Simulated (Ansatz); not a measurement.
# Squeezing Gd (bcc type)

```yaml
crystal:
  lattice:
    - [-2.02829, 2.02829, 2.02829]
    - [2.02829, -2.02829, 2.02829]
    - [2.02829, 2.02829, -2.02829]
  atoms:
    - { symbol: Gd, position: [0.00000, 0.00000, 0.00000] }
```

The cell comes from a relaxation on PAW files under the same functional, begun from a prototype that needn't be the stable phase.

Its volume is scaled at fixed shape and fractional positions.

Level of theory: DFT with PBE, scalar-relativistic, in Ansatz 0.2.0; a Γ-centred 15×15×15 k mesh, Fermi–Dirac smearing of 0.08 eV, spin-polarised from start moments Gd 7 μB. LAPW: all electrons, basis error target 1 meV/atom; PAW: frozen-core files, cutoff 420 eV; crystal datasets: all electrons, by PAW datasets that the program makes for each cell; PAW (core large): files with a larger core, cutoff 420 eV.

Energies are extrapolated to zero smearing and count from the unscaled cell; pressure is positive in compression; gaps take the mesh and a band path. No temperature or zero-point motion is included.

The open f shell is treated without a Hubbard term, so these are results of the method, and the state needn't be the lowest. Spin–orbit coupling is left out, which matters for the heavy atoms.

```csv
V/V0,V (Å³/atom),P LAPW (GPa),ΔE LAPW (eV/atom),P PAW − LAPW (GPa),ΔE PAW − LAPW (meV/atom),moment (μB/cell)
1.00,33.38,0.01,0.000,0.00,0.0,7.62
0.92,30.71,3.00,0.019,0.00,0.0,7.59
0.84,28.04,7.31,0.098,0.00,0.1,7.57
0.76,25.37,13.78,0.268,0.00,0.1,7.56
0.68,22.70,23.3,0.572,0.00,0.1,7.53
0.60,20.03,37.7,1.073,-0.01,-0.1,7.49
0.52,17.36,59.6,1.875,-0.01,-0.1,?
0.45,15.02,89.8,2.940,-0.10,-0.6,6.84
```

Question: What belongs in the row "0.52", column "moment (μB/cell)"?

Answer: 7.26.

Question: From the table, what is the rise of the enthalpy H = E + pV up to the last row, and how stiff is the crystal between the last two rows?

Answer: ΔH = 2.940 eV + (89.8 GPa × 15.02 Å³ − 0.01 GPa × 33.38 Å³) × 0.006242 eV/(GPa·Å³) = 11.36 eV/atom, of which pV makes 74 %. The mean bulk modulus there is −ΔP/Δln V = 209 GPa.

Question: At the smallest volume, how far do crystal datasets and PAW (core large) lie from LAPW in pressure?

Answer: crystal datasets: 0.00 GPa; PAW (core large): -0.10 GPa, on a LAPW pressure of 89.8 GPa.

Question: How do the Löwdin populations by LAPW change from the unscaled cell to the last row?

Answer: Gd 5s 1.96 → 1.81, Gd 6s 0.78 → 0.37, Gd 5p 5.95 → 5.63, Gd 5d 2.19 → 2.99, Gd 4f 7.09 → 7.21 electrons an atom. These are projections on the shells that the free atoms fill; 0.03 e a cell lies outside them at the start and 0.02 e at the end.
